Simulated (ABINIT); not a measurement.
Wanted: the native input for an ABINIT 10.8.3 (patched build) run.

| Quantity | Value |
| --- | --- |
| Task | relaxation of cell and atoms |
| Functional | PBE |
| Dispersion | D3 |
| Potentials or basis | JTH PAW PBE v2.0 |
| Cutoff | 408 eV |
| k mesh | 11 × 11 × 6 |
| Occupations | fermi-dirac, width 0.05 eV |
| Spin | no spin polarisation |
| Cell freedom (optcell) | 2 |
| Cutoff smearing ecutsm (Ha) | 0.5 |
| Optimiser (ionmov) | 22 |
| Force stop (Ha/bohr) | 5e-05 |
| Fine-grid cutoff | 816.342 eV |

The system is Ru.

```
Ru
1.0
     2.70580    0.00000    0.00000
    -1.35290    2.34329    0.00000
     0.00000    0.00000    4.28190
Ru
2
Direct
  0.66667 0.33333 0.75000
  0.33333 0.66667 0.25000
```

One way to write it, as run:

run.abi

```
pp_dirpath "./"
pseudos "Ru.GGA_PBE-JTH.xml"

acell 3*1.0 Angstrom
rprim
     2.7058000000     0.0000000000     0.0000000000
    -1.3529000000     2.3432915376     0.0000000000
     0.0000000000     0.0000000000     4.2819000000
ntypat 1
znucl 44
natom 2
typat 1 1
xred
     0.6666666667     0.3333333333     0.7500000000
     0.3333333333     0.6666666667     0.2500000000
chkprim 0
chksymtnons 0
tolsym 1.0e-6

ecut 15.0
pawecutdg 30.0
pawxcdev 0

kptopt 1
ngkpt 11 11 6
nshiftk 1
shiftk 0.0 0.0 0.0

ixc 11
vdw_xc 6

nband 20
occopt 3
tsmear 0.05 eV

nstep 100
tolvrs 1.0e-9

iomode 3
prtwf 0
prtden 0
prteig 0
prtebands 0

ionmov 22
ntime 60
tolmxf 5.0e-5
optcell 2
dilatmx 1.08
ecutsm 0.5
```

Potentials or basis: JTH PAW PBE v2.0.

The run is started by

```bash
$ abinit run.abi > log 2>&1
```

Results of the run:

```json
{
  "Relaxed volume": "13.44 Å³/atom",
  "Relaxed cell": "a = 2.697 Å, b = 2.697 Å, c = 4.267 Å, α = 90.00°, β = 90.00°, γ = 120.00°",
  "Space group after relaxing (to 0.05 Å)": "P6_3/mmc (No. 194)",
  "Energy gained by relaxing": "1.4 meV/atom",
  "Ionic steps": "4",
  "Pressure after relaxing": "0.0 GPa",
  "Band gap on the k mesh": "none (metal or under the smearing width)",
  "Valence electrons inside the program's atomic spheres": "Ru 13.73 (radii [1.1697] Å)"
}
```

Caveat: pairwise dispersion overbinds metals, which lowers pressure and volume.

Run time: 70 s on 1 thread of Arm Neoverse V1, on a shared host, peak memory 0.12 GiB.
